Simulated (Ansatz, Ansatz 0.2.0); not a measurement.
# Mesh and cutoff needed for the Nb–Nb distances and cubic cell of GaNb₄Se₈: a convergence and cost study

## Starting point

The reference is single-crystal synchrotron diffraction at 70 K on a crystal grown by chemical vapor transport ("Cluster rearrangement by chiral charge order in lacunar spinel GaNb$_4$Se$_8$", 2024, arXiv:2401.03803). In the cubic phase it finds Nb–Nb edges of 3.0345 Å within the Nb₄ tetrahedra, 4.3295 Å between neighbouring tetrahedra, and a cell length of 10.4143 Å. An older pair of distances, 3.026 and 4.32 Å, comes from "Structural and electronic properties of the Nb$_4$-cluster compound Ga$_{1.33}$Nb$_4$X$_8$ (X = S, Se)" (2001, arXiv:cond-mat/0110155). That pair is assigned to the selenide only by inference, so we use it as a rough indication of scatter and not as a second reference.

| compared with | measured | source's wording or label | T (K) | method |
| --- | --- | --- | --- | --- |
| Nb–Nb distance 1 (Å) | 3.0345 ± 0.0004 | 3.0345 ± 0.0004 A | 70 | single-crystal synchrotron XRD * |
| Nb–Nb distance 2 (Å) | 4.3295 ± 0.0005 | 4.3295 ± 0.0005 A | 70 | single-crystal synchrotron XRD * |
| a (Å) | 10.4143 ± 0.0011 | 10.4143 ± 0.0011 A | 70 | single-crystal synchrotron XRD |
| Nb–Nb distance 1 (Å) | 3.026 | Nb-Nb within the Nb4 cluster | – | single-crystal X-ray diffraction |
| Nb–Nb distance 2 (Å) | 4.32 | Nb-Nb between neighbouring Nb4 clusters | – | single-crystal X-ray diffraction |

Where a quantity has several values, deviations refer to the one marked *.

Conditions are those given with the value in the passage it was taken from; "not stated" means there, and the paper may say more elsewhere. The values are a selection: others may have been left out beforehand as unlike or outlying.

## Choices

We ask how light the numerical settings can be made while the two Nb–Nb distances and the cell length still hold, and what each saving is worth in time. The model is the 13-atom primitive cell of the cubic phase, with cell and atoms relaxed, without spin polarisation or spin–orbit coupling. The starting cell from diffraction, 10.420 Å, is slightly longer than the 70 K value.

In this structure the two Nb–Nb distances add up to a/√2, so only two of the three quantities are independent: the size of the cell and the size of the cluster within it. A functional can therefore get the cell right and still misplace the niobium.

Against experiment we ask for 1 % in each quantity. That is about what a good semilocal functional achieves for lattice constants, and it is fine enough to keep the short and long Nb–Nb contacts well apart. Thermal and zero-point expansion, roughly 0.1 to 0.2 % here, fits inside it. For the numerical settings we ask for ten times less, 0.1 %, so that they cannot decide the comparison.

We carry out the convergence study with LDA, which is inexpensive and robust in relaxation. It usually makes cells too short by about 1 %, so its own verdict may be close. The compound is a cluster Mott insulator with one unpaired electron per Nb₄ unit, whereas our band calculation describes a metal; the k mesh therefore deserves the first test. Cutoff follows, then the pseudopotentials and other functionals for scale.

Plain PBE isn't shown in this study.

System: GaNb4Se8 (gallium niobium selenide), lacunar spinel, high-temperature cubic; F-43m (No. 216), 13 atoms in the primitive cell; the database structure is a diffraction structure: a = 10.420 Å; structure from the Crystallography Open Database.

On the selection of runs and values: Further runs on this system are not shown.

## 1. Three k meshes with LDA

A partly filled cluster band makes the total energy, and with it the stress, depend on how the Fermi surface is sampled. We relax the structure on 4×4×4, 6×6×6 and 8×8×8 meshes with cutoff and smearing unchanged. With a smearing of 0.1 eV and narrow bands we expect the two denser meshes to agree within 0.1 %, and perhaps the coarsest as well.

**Run 1.** Ansatz 0.2.0: LDA, cell and atoms relaxed from the database structure, PAW set soft_2, cutoff 420 eV (default), 4x4x4 k mesh, Gaussian smearing 0.1 eV.

Key lines of the input:
```
crystal:
  # lattice and atoms
kpoints:
  mp_grid: { grid: [4, 4, 4] }
hamiltonian:
  xc: lda
scf:
  occupations: { method: gaussian, width: 0.1 }
output:
  forces: true
  stress: true
relax:
  adjacent_minimum: "off"
  f_tol: 0.005
  max_steps: 60
  cell: { stress_tol: 0.03 }
```

Command:
```
ansatz run input.yaml --threads 8 --pin off --max-ram 16384MiB --backend cpu --events-out ev --progress --plain --runs-dir out
```

Selected lines of the output:
```
Basis set: ecut = 420 eV, 5209 PW (Γ) [...]
k-points: 8 of 64 (time reversal used)
relax step   1: F+E_penalty+E_count = -64554.40141863 eV  [...]  max|allowed force component| = 2.191e-1 eV/Å  [...]  P = -3.899 GPa  Ω = 282.842 Å³  (7 SCF iters, dr2 threshold 1.00e-7 eV [...]
relax step   2: F+E_penalty+E_count = -64553.66951607 eV  [...]  max|allowed force component| = 7.313e-1 eV/Å  [...]  P = +9.786 GPa  Ω = 249.261 Å³  [...]
[...]
relax step   5: F+E_penalty+E_count = -64554.53965339 eV  [...]  max|allowed force component| = 2.090e-3 eV/Å  [...]  P = +0.015 GPa  Ω = 271.544 Å³  [...]
relax step   6: F+E_penalty+E_count = -64554.53778202 eV  [...]  max|allowed force component| = 2.029e-3 eV/Å  [...]  P = +0.015 GPa  Ω = 271.544 Å³  [...]
--- Relaxed structure (5 steps of the walk, 4 accepted, 1 SCFs on fresh bases) ---
    - { symbol: Nb, position: [0.8096999714362468, 0.3967666761879177, 0.3967666761879177] }
    - { symbol: Nb, position: [0.3967666761879177, 0.3967666761879177, 0.8096999714362468] }
    - { symbol: Nb, position: [0.3967666761879177, 0.8096999714362468, 0.3967666761879177] }
    - { symbol: Ga, position: [0.0, 0.0, 0.0] }
    - { symbol: Se, position: [0.6364585690431475, 0.6364585690431475, 0.6364585690431475] }
    - { symbol: Se, position: [0.09062429287055795, 0.6364585690431475, 0.6364585690431475] }
    - { symbol: Se, position: [0.6364585690431475, 0.6364585690431475, 0.09062429287055795] }
```

Converged; 22 s on 8 cores of Arm Neoverse V2, shared host.

**Run 2.** Ansatz 0.2.0: LDA, cell and atoms relaxed from the database structure, PAW set soft_2, cutoff 420 eV (default), 6x6x6 k mesh, Gaussian smearing 0.1 eV.

Key lines of the input, as changed from run 1:
```diff
  kpoints:
-   mp_grid: { grid: [4, 4, 4] }
+   mp_grid: { grid: [6, 6, 6] }
```

Selected lines of the output:
```
Basis set: ecut = 420 eV, 5209 PW (Γ) [...]
k-points: 16 of 216 (time reversal used)
relax step   1: F+E_penalty+E_count = -64554.40145032 eV  [...]  max|allowed force component| = 2.183e-1 eV/Å  [...]  P = -3.896 GPa  Ω = 282.842 Å³  (7 SCF iters, dr2 threshold 1.00e-7 eV [...]
relax step   2: F+E_penalty+E_count = -64553.66695442 eV  [...]  max|allowed force component| = 7.322e-1 eV/Å  [...]  P = +9.795 GPa  Ω = 249.232 Å³  [...]
[...]
relax step   5: F+E_penalty+E_count = -64554.53960383 eV  [...]  max|allowed force component| = 2.142e-3 eV/Å  [...]  P = +0.015 GPa  Ω = 271.544 Å³  [...]
relax step   6: F+E_penalty+E_count = -64554.53770798 eV  [...]  max|allowed force component| = 2.044e-3 eV/Å  [...]  P = +0.015 GPa  Ω = 271.544 Å³  [...]
--- Relaxed structure (5 steps of the walk, 4 accepted, 1 SCFs on fresh bases) ---
    - { symbol: Nb, position: [0.8096821713312887, 0.396772609556237, 0.39677260955623694] }
    - { symbol: Nb, position: [0.396772609556237, 0.396772609556237, 0.8096821713312887] }
    - { symbol: Nb, position: [0.396772609556237, 0.8096821713312887, 0.39677260955623694] }
    - { symbol: Ga, position: [0.0, 0.0, 0.0] }
    - { symbol: Se, position: [0.6364677969514172, 0.6364677969514172, 0.6364677969514172] }
    - { symbol: Se, position: [0.0905966091457483, 0.6364677969514172, 0.6364677969514172] }
    - { symbol: Se, position: [0.6364677969514172, 0.6364677969514172, 0.0905966091457483] }
```

Converged; 44 s on the same hardware.

**Run 3.** Ansatz 0.2.0: LDA, cell and atoms relaxed from the database structure, PAW set soft_2, cutoff 420 eV (default), 8x8x8 k mesh, Gaussian smearing 0.1 eV.

Key lines of the input, as changed from run 1:
```diff
  kpoints:
-   mp_grid: { grid: [4, 4, 4] }
+   mp_grid: { grid: [8, 8, 8] }
```

Selected lines of the output:
```
k-points: 29 of 512 (time reversal used)
relax step   6: F+E_penalty+E_count = -64554.53792952 eV  [...]  max|allowed force component| = 2.033e-3 eV/Å  [...]  P = +0.015 GPa  Ω = 271.542 Å³  [...]
```

Converged; 81 s on the same hardware.

| quantity | run 1 | run 2 | run 3 | measured |
| --- | --- | --- | --- | --- |
| Nb–Nb distance 1 (Å) | 3.0015 | 3.0013 | 3.0014 | 3.0345 ± 0.0004 |
| Nb–Nb distance 2 (Å) | 4.2672 | 4.2673 | 4.2672 | 4.3295 ± 0.0005 |
| a (Å) | 10.279 | 10.279 | 10.279 | 10.4143 ± 0.0011 |

The three meshes give the same cell length to the printed precision, and the Nb–Nb distances differ by at most 0.0002 Å, far inside our 0.1 % allowance. Differences this small also lie within what the stopping thresholds of the relaxations permit, so we read no trend into them. The 4×4×4 mesh is sufficient for LDA at this smearing. It took 22 s, against 81 s for 8×8×8.

The comparison with experiment is less favourable. LDA makes the cell 1.3 % too short, the edge within the cluster 1.1 % and the distance between clusters 1.4 %. All three miss the 1 % target, the cluster edge only narrowly, and a denser mesh will not repair that. The contraction is not quite uniform: the gaps between clusters shrink somewhat more than the clusters themselves.

## 2. Cutoff and pseudopotentials

We now keep the 6×6×6 mesh and change the basis, once down to 290 eV and once up to 590 eV. Stress converges more slowly with cutoff than forces do, so we expect the low cutoff to show first in the cell length; the high one should stay within 0.1 % of the default.

A third run replaces the PAW set by norm-conserving PseudoDojo potentials at their own, much higher cutoff. It tests whether the LDA contraction belongs to the functional or to the potentials, and we expect a shift of a few tenths of a per cent at most.

**Run 4.** Ansatz 0.2.0: LDA, cell and atoms relaxed from the database structure, PAW set soft_2, cutoff 290 eV, 6x6x6 k mesh, Gaussian smearing 0.1 eV.

Key lines of the input, as changed from run 2:
```diff
+ basis:
+   ecutwfc: 290.0
```

Selected lines of the output:
```
Basis set: ecut = 290 eV, 3071 PW (Γ) [...]
relax step  13: F+E_penalty+E_count = -64553.66677878 eV  [...]  max|allowed force component| = 2.433e-4 eV/Å  [...]  P = -0.011 GPa  Ω = 271.928 Å³  [...]
```

Converged; 56 s on the same hardware. Warnings: cutoff_below_recommended (in short: A typed cutoff is below a recommended value, from the records, the datasets' recipe or DFPT's needs, possibly lowering the density cutoff; compare with a higher-cutoff run).

**Run 5.** Ansatz 0.2.0: LDA, cell and atoms relaxed from the database structure, PAW set soft_2, cutoff 590 eV, 6x6x6 k mesh, Gaussian smearing 0.1 eV.

Key lines of the input, as changed from run 2:
```diff
+ basis:
+   ecutwfc: 590.0
```

Converged; 72 s on the same hardware.

**Run 6.** Ansatz 0.2.0: LDA, PseudoDojo norm-conserving pseudopotentials, cell and atoms relaxed from the database structure, cutoff 1170 eV (default), 6x6x6 k mesh, Gaussian smearing 0.1 eV.

Key lines of the input, as changed from run 2:
```diff
  hamiltonian:
+   pseudopotentials: { kind: nc, accuracy: standard }
```

Selected lines of the output:
```
Basis set: ecut = 1170.089609 eV, 24693 PW (Γ) [...]
```

Converged; 3.1 min on the same hardware.

| quantity | run 4 | run 5 | run 6 | measured |
| --- | --- | --- | --- | --- |
| Nb–Nb distance 1 (Å) | 3.0010 | 3.0012 | 3.0022 | 3.0345 ± 0.0004 |
| Nb–Nb distance 2 (Å) | 4.2711 | 4.2672 | 4.2662 | 4.3295 ± 0.0005 |
| a (Å) | 10.284 | 10.279 | 10.279 | 10.4143 ± 0.0011 |

Raising the cutoff from 420 to 590 eV changes neither distance by more than 0.0001 Å and leaves the cell length the same, so the default is converged for these quantities. At 290 eV the cell grows by 0.005 Å and the distance between clusters by 0.0038 Å, or 0.09 %. That is just inside our allowance, but with almost nothing to spare. The program also warns that this cutoff lies below the recommended value and asks for a comparison with a higher one, which the other two runs provide.

The low cutoff doesn't even save time. With fewer plane waves each step should be lighter, but the relaxation went through 13 steps instead of 6 and took 56 s against 44 s. We therefore keep 420 eV.

The norm-conserving potentials return the same cell length and move the two Nb–Nb distances by about 0.001 Å in opposite directions. Two independent sets of potentials thus agree on the LDA contraction, which we now attribute to the level of theory and not to the numerics. This confirmation took 3.1 min.

## 3. Two other functionals for scale

To set the numerical error against that of the theory, we relax the structure with PBEsol and with r2SCAN on the 6×6×6 mesh, each at its default cutoff. PBEsol was built for lattice constants of solids and usually corrects most of the LDA contraction, so we expect it within 1 % in all three quantities. For r2SCAN we expect a somewhat longer cell still, at a higher cost per step. How either will divide the cell between short and long Nb–Nb contacts is less predictable, since both describe the cluster electrons as a nonmagnetic metal.

**Run 7.** Ansatz 0.2.0: PBEsol, cell and atoms relaxed from the database structure, PAW set soft_2, cutoff 420 eV (default), 6x6x6 k mesh, Gaussian smearing 0.1 eV.

Key lines of the input, as changed from run 2:
```diff
  hamiltonian:
-   xc: lda
+   xc: pbesol
```

Selected lines of the output:
```
Basis set: ecut = 420 eV, 5521 PW (Γ) [...]
relax step   6: F+E_penalty+E_count = -65129.65064043 eV  [...]  max|allowed force component| = 4.595e-4 eV/Å  [...]  P = +0.000 GPa  Ω = 278.382 Å³  [...]
```

Converged; 44 s on the same hardware.

**Run 8.** Ansatz 0.2.0: r2SCAN, cell and atoms relaxed from the database structure, PAW set soft_2, cutoff 500 eV (default), 6x6x6 k mesh, Gaussian smearing 0.1 eV.

Key lines of the input, as changed from run 2:
```diff
  hamiltonian:
-   xc: lda
+   xc: r2scan
```

Selected lines of the output:
```
Basis set: ecut = 500 eV, 7391 PW (Γ) [...]
k-points: 16 of 216 (time reversal used)
relax step   6: F+E_penalty+E_count = -65882.37607793 eV  [...]  max|allowed force component| = 5.565e-4 eV/Å  [...]  P = +0.003 GPa  Ω = 288.580 Å³  [...]
```

Converged; 100 s on the same hardware.

| quantity | run 7 | run 8 | measured |
| --- | --- | --- | --- |
| Nb–Nb distance 1 (Å) | 3.0196 | 3.0473 | 3.0345 ± 0.0004 |
| Nb–Nb distance 2 (Å) | 4.3095 | 4.3702 | 4.3295 ± 0.0005 |
| a (Å) | 10.365 | 10.490 | 10.4143 ± 0.0011 |

PBEsol comes out short by about 0.5 % in all three quantities and meets the target. It keeps the proportion between short and long Nb–Nb contacts almost exactly, and at 44 s it took no longer than LDA on the same mesh.

r2SCAN errs the other way, and unevenly. The edge within the cluster is 0.4 % too long, the cell 0.7 %, and the distance between clusters 0.9 %, which is only a narrow pass. Most of its excess length thus lies between the clusters. The run took 100 s, with a higher default cutoff contributing to the cost.

From LDA to r2SCAN the cell length spans 0.211 Å, about 2 %. Against that, the 0.005 Å caused by the low cutoff is small, and the effect of the k mesh is negligible.

## 4. Coarse mesh with r2SCAN, dispersion with PBEsol

The saving on the k mesh has been established for LDA only. We repeat r2SCAN on the 4×4×4 mesh, since the costlier functional is where a lighter mesh is worth most. We expect a change below 0.1 %, though even that could matter for the distance between clusters, which lies so close to the limit.

PBEsol is the level on which we would rest the comparison with experiment, so we also test its sensitivity to a D3(BJ) dispersion term. The added attraction should shorten a cell that is already short, probably by a few tenths of a per cent, and more between the clusters than within them.

**Run 9.** Ansatz 0.2.0: r2SCAN, cell and atoms relaxed from the database structure, PAW set soft_2, cutoff 500 eV (default), 4x4x4 k mesh, Gaussian smearing 0.1 eV.

Key lines of the input, as changed from run 1:
```diff
  hamiltonian:
-   xc: lda
+   xc: r2scan
```

Selected lines of the output:
```
k-points: 8 of 64 (time reversal used)
relax step   6: F+E_penalty+E_count = -65882.37657931 eV  [...]  max|allowed force component| = 6.246e-4 eV/Å  [...]  P = +0.004 GPa  Ω = 288.565 Å³  [...]
```

Converged; 54 s on the same hardware.

**Run 10.** Ansatz 0.2.0: PBEsol+D3(BJ), cell and atoms relaxed from the database structure, PAW set soft_2, cutoff 420 eV (default), 6x6x6 k mesh, Gaussian smearing 0.1 eV.

Key lines of the input, as changed from run 7:
```diff
  hamiltonian:
+   dispersion: d3bj
```

Selected lines of the output:
```
relax step   7: F+E_penalty+E_count = -65135.22343249 eV  [...]  max|allowed force component| = 1.235e-3 eV/Å  [...]  P = +0.011 GPa  Ω = 267.193 Å³  [...]
```

Converged; 52 s on the same hardware.

| quantity | run 9 | run 10 | measured |
| --- | --- | --- | --- |
| Nb–Nb distance 1 (Å) | 3.0474 | 2.9876 | 3.0345 ± 0.0004 |
| Nb–Nb distance 2 (Å) | 4.3700 | 4.2420 | 4.3295 ± 0.0005 |
| a (Å) | 10.490 | 10.224 | 10.4143 ± 0.0011 |

For r2SCAN the coarse mesh changes the two Nb–Nb distances by no more than 0.0002 Å and leaves the cell length the same. The saving found with LDA therefore carries over, with half as many k-points to compute. The distance between clusters stays 0.9 % too long, so its narrow pass does not depend on the choice between these two meshes.

The dispersion term acts in the direction we expected, but far more strongly. It shortens the PBEsol cell by 0.141 Å, or 1.4 %, where we had expected a few tenths of a per cent. The distance between clusters shrinks by 1.6 % and the edge within them by 1.1 %. All three quantities now miss the target, by more than with LDA: the cell is 1.8 % too short and the distance between clusters 2.0 %. PBEsol already gave a short cell without the term, so the extra attraction only adds to its error. A plausible reason is that the pairwise correction counts attraction which PBEsol already describes at these bonding distances, but this is an argument and is not shown in this report.

## Table of results

| run | settings | Nb–Nb distance 1 (Å) | Nb–Nb distance 2 (Å) | a (Å) | mean abs. dev. of these columns (%) | cost |
| --- | --- | --- | --- | --- | --- | --- |
| 1 | LDA, PAW set soft_2, cutoff 420 eV (default), 4x4x4 k mesh | 3.0015 | 4.2672 | 10.279 | 1.3 | 2.9 core-min |
| 2 | LDA, PAW set soft_2, cutoff 420 eV (default), 6x6x6 k mesh | 3.0013 | 4.2673 | 10.279 | 1.3 | 5.9 core-min |
| 3 | LDA, PAW set soft_2, cutoff 420 eV (default), 8x8x8 k mesh | 3.0014 | 4.2672 | 10.279 | 1.3 | 11 core-min |
| 4 | LDA, PAW set soft_2, cutoff 290 eV, 6x6x6 k mesh | 3.0010 | 4.2711 | 10.284 | 1.2 | 7.4 core-min |
| 5 | LDA, PAW set soft_2, cutoff 590 eV, 6x6x6 k mesh | 3.0012 | 4.2672 | 10.279 | 1.3 | 9.6 core-min |
| 6 | LDA, PseudoDojo norm-conserving pseudopotentials, cutoff 1170 eV (default), 6x6x6 k mesh | 3.0022 | 4.2662 | 10.279 | 1.3 | 25 core-min |
| 7 | PBEsol, PAW set soft_2, cutoff 420 eV (default), 6x6x6 k mesh | 3.0196 | 4.3095 | 10.365 | 0.5 | 5.8 core-min |
| 8 | r2SCAN, PAW set soft_2, cutoff 500 eV (default), 6x6x6 k mesh | 3.0473 | 4.3702 | 10.490 | 0.7 | 13 core-min |
| 9 | r2SCAN, PAW set soft_2, cutoff 500 eV (default), 4x4x4 k mesh | 3.0474 | 4.3700 | 10.490 | 0.7 | 7.2 core-min |
| 10 | PBEsol+D3(BJ), PAW set soft_2, cutoff 420 eV (default), 6x6x6 k mesh | 2.9876 | 4.2420 | 10.224 | 1.8 | 7 core-min |
|  | measured | 3.0345 ± 0.0004 | 4.3295 ± 0.0005 | 10.4143 ± 0.0011 |  |  |

Further runs on the same system, made beside this series (convergence steps with loose settings among them):

| further | settings | Nb–Nb distance 1 (Å) | Nb–Nb distance 2 (Å) | a (Å) | mean abs. dev. of these columns (%) | cost | status |
| --- | --- | --- | --- | --- | --- | --- | --- |
| F1 | r2SCAN+rVV10, cell and atoms relaxed from the database structure, PAW set soft_2, cutoff 500 eV (default), 6x6x6 k mesh | 3.0362 | 4.3444 | 10.438 | 0.2 | 13 core-min |  |
| F2 | BLYP+D3(BJ), cell and atoms relaxed from the database structure, PAW set soft_2, cutoff 420 eV (default), 6x6x6 k mesh | 3.0421 | 4.3046 | 10.390 | 0.4 | 5.1 core-min |  |
| F3 | LDA, atoms relaxed in the database cell, PAW set soft_2, cutoff 420 eV (default), 6x6x6 k mesh | 3.0323 | 4.3357 | – |  | 3.4 core-min | warnings: stress_scf_threshold_loose |
|  | measured | 3.0345 ± 0.0004 | 4.3295 ± 0.0005 | 10.4143 ± 0.0011 |  |  |  |

## Judgement

PBEsol, the level on which we rest the comparison, meets the 1 % target: the cell and both Nb–Nb distances come out about 0.5 % short, for 5.8 core-minutes. LDA misses all three.

A 4×4×4 mesh at 420 eV is enough for LDA, and the mesh saving also holds for r2SCAN; for PBEsol it is not shown in this report. The denser meshes and the higher cutoff served only as confirmation. Going down to 290 eV was a false economy: it needed more steps and more time, and its slightly smaller deviation from experiment is chance. These numerical shifts stay below 0.1 %, whereas the cell lengths from the different functionals span more than two per cent.

With the atoms relaxed in the diffraction cell, LDA places the niobium within 0.2 %. Its error therefore lies mainly in the size of the cell. Dispersion has no uniform merit: D3(BJ) spoils PBEsol, while rVV10 brings r2SCAN to within 0.4 %. BLYP+D3(BJ) also passes, but its cell length benefits from a cancellation, with the clusters too large and the gaps between them too small.

Thermal and zero-point expansion, estimated at 0.1 to 0.2 %, would reduce the PBEsol error and increase that of r2SCAN+rVV10, so we do not rank the two. The remaining PBEsol contraction may come from slight overbinding by the functional or from the simplified electronic state. The runs shown describe a nonmagnetic metal without spin–orbit coupling, whereas the compound is a cluster Mott insulator with an unpaired electron per cluster. Good distances do not validate that electronic picture, and its effect on them is not shown in this report.

[Logs are printed without paths, hosts, clocks, repeated set-up lines and the standing remarks that a program may print on its own settings, such as how far it seeks lower states.]

[The runs shown are a pick from a larger set of finished runs; failed, doubtful and other runs were left out of it ahead of writing. So were measured values far from every level or from commonly accepted values, and agreement can look better than it is. Lines of input and output are excerpts and may be shortened.]
